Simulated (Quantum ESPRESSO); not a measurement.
# Ba in Quantum ESPRESSO: the effect of functional

Crystal: Ba.

```xyz
1
Lattice="-2.5065 2.5065 2.5065 2.5065 -2.5065 2.5065 2.5065 2.5065 -2.5065" Properties=species:S:1:pos:R:3 pbc="T T T"
Ba    0.0000    0.0000    0.0000
```

Alike in all runs:

| Item | Value |
| --- | --- |
| Program | Quantum ESPRESSO 7.5 |
| Task | band structure |
| Potentials or basis | SG15 PBE 1.2 |
| Cutoff | 599 eV |
| Density cutoff | 2395 eV |
| k mesh | 8 × 8 × 8 |
| Occupations | fermi-dirac, width 0.05 eV |
| Spin | no spin polarisation |

```tsv
functional	pressure (GPa)
LDA	?
PBEsol	-0.7
RPBE	0.7
AM05	-0.3
PW91	-0.1
WC	-0.7
```

Problem. What does the run with functional LDA give?

Solution. Pressure -1.3 GPa.

Caveats: the potentials were made for another functional, which shifts forces and pressure.

Runs at the PBE level aren't shown here.
